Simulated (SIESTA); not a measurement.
Li2S:

```
CELL_PARAMETERS angstrom
0.00000 2.84450 2.84450
2.84450 0.00000 2.84450
2.84450 2.84450 0.00000
ATOMIC_POSITIONS crystal
S 0.00000 0.00000 0.00000
Li 0.75000 0.75000 0.75000
Li 0.25000 0.25000 0.25000
```

Base run:

```yaml
Program: SIESTA 5.4.2
Functional: PBEsol
Potentials_or_basis: PseudoDojo 0.4 standard (PBEsol files)
Basis: DZP (energy shift 0.003 Ry; two zetas on semicore shells)
Grid_cutoff: 800 Ry
Energy_shift: 0.003 Ry
k_mesh: 8 × 8 × 8
Occupations: fermi-dirac, width 0.05 eV
Spin: no spin polarisation
```

Its results: band gap on the k mesh 3.29 eV, indirect (least direct gap 4.21 eV); pressure 0.4 GPa.

Q: The run is repeated on the same cell with these changes: functional from PBEsol to AM05. What comes out?

A: Band gap on the k mesh 3.36 eV, indirect (least direct gap 4.29 eV); pressure 1.0 GPa.

Caveats: the basis of atomic orbitals isn't converged, which shifts pressures, moduli and gaps; the potentials were made for another functional, which shifts forces and pressure (some runs).

Not every run made on this cell is shown here.
